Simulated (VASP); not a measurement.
## HgSe (mp): single point with PBE

HgSe (mp):

```
Hg Se
1.0
     0.00000    3.13003    3.13003
     3.13003    0.00000    3.13003
     3.13003    3.13003    0.00000
Hg Se
1 1
Direct
  0.00000 0.00000 0.00000
  0.25000 0.25000 0.25000
```

```yaml
Program: VASP 6.6.1
Task: single point
Functional: PBE
Potentials_or_basis: VASP PAW PBE potentials, release 64 (Hg, Se)
Cutoff: 520 eV
k_mesh: 12 × 12 × 12
Occupations: methfessel-paxton, width 0.2 eV
Spin: no spin polarisation
```

* Pressure: 0.2 GPa
* Band gap on the k mesh: none (metal or under the smearing width)

Levels at points of the mesh, in eV from the Fermi level:
```csv
k point,band 5,band 6,band 7,band 8,band 9,band 10,band 11,band 12,band 13,band 14
"(0.00, 0.00, 0.00)",-6.13,-6.13,-1.09,-0.05,-0.05,-0.05,5.54,5.54,5.54,8.29
"(0.50, 0.00, 0.00)",-6.09,-5.87,-4.98,-0.86,-0.86,1.05,6.24,6.24,6.76,9.16
"(0.50, 0.50, 0.00)",-6.04,-5.83,-4.73,-2.00,-2.00,2.64,3.15,8.24,9.39,9.39
```

Run time: 26 s on 1 thread of Intel(R) Xeon(R) 6975P-C (Granite Rapids), with other jobs on the host, peak memory 0.25 GiB.

Spin-orbit coupling is left out, which matters for the levels of Hg.
